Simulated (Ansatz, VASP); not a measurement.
## CdH2O2: VASP beside Ansatz

The input INCAR:

```
  PREC = Accurate
  ENCUT = 520
  EDIFF = 1E-6
  ISMEAR = 0
  SIGMA = 0.01
  LREAL = F
  LASPH = T
  NELM = 80
  ALGO = Normal
  ISIF = 2
  LWAVE = F
  LCHARG = T
  GGA = B5
  ALDAX = 1.0
  AGGAX = 1.0
  AGGAC = 1.0
  ALDAC = 0.0
  LELF = T
  LVHAR = T
  NBANDS = 21
```

KPOINTS

```
Automatic mesh
0
Gamma
  6 6 4
```

POSCAR

```
CdH2O2
1.0
    3.5155260000      0.0000000000      0.0000000000
   -1.7577630000      3.0445350000      0.0000000000
    0.0000000000      0.0000000000      4.6429790000
Cd H O
1 2 2
Direct
    0.0000000000      0.0000000000      0.0000000000
    0.6666666667      0.3333333333      0.5509610000
    0.3333333333      0.6666666667      0.4490390000
    0.6666666667      0.3333333333      0.7593720000
    0.3333333333      0.6666666667      0.2406280000
```

Input for Ansatz:

```yaml
crystal:
  lattice:
    - [3.515526, 0.0, 0.0]
    - [-1.757763, 3.044535, 0.0]
    - [0.0, 0.0, 4.642979]
  atoms:
    - { symbol: Cd, position: [0.0, 0.0, 0.0] }
    - { symbol: H, position: [0.6666666666666666, 0.3333333333333333, 0.550961] }
    - { symbol: H, position: [0.3333333333333333, 0.6666666666666666, 0.449039] }
    - { symbol: O, position: [0.6666666666666666, 0.3333333333333333, 0.759372] }
    - { symbol: O, position: [0.3333333333333333, 0.6666666666666666, 0.240628] }
kpoints:
  mp_grid:
    grid: [6, 6, 4]
hamiltonian:
  xc: blyp
scf:
  occupations:
    method: fixed
output:
  forces: true
  stress: true
```

The cell comes from a database or a generator and needn't be the stable form of this composition.

Alike in both runs: task single point; functional BLYP; k mesh 6 × 6 × 4; no spin polarisation.

|  | VASP | Ansatz |
| --- | --- | --- |
| version | VASP 6.6.1 | Ansatz 0.2.0 |
| potentials or method | VASP PAW PBE potentials, release 64 (Cd, H, O) | plane waves, PAW |
| plane-wave cutoff (eV) | 520 | 420 |
| occupations | gaussian, width 0.01 eV | fixed |
| valence electrons in the cell | 26 | 34 |

VASP gave:

| Quantity | Value |
| --- | --- |
| pressure (GPa) | 7.4 |
| largest component of the traceless stress (GPa) | 0.05 |
| rms of the force components (eV/Å) | 0.111 |

Problem. Estimate Ansatz's values.

Solution. Pressure (GPa): 6.4; largest component of the traceless stress (GPa): 0.57; rms of the force components (eV/Å): 0.045.

Atom by atom the forces differ by 0.070 eV/Å (rms over components). The two sets of potentials don't hold the same shells in valence.

Caveats: the PAW data sets were made with another functional, which shifts forces and pressure a little (VASP). A k mesh can miss the band edges.
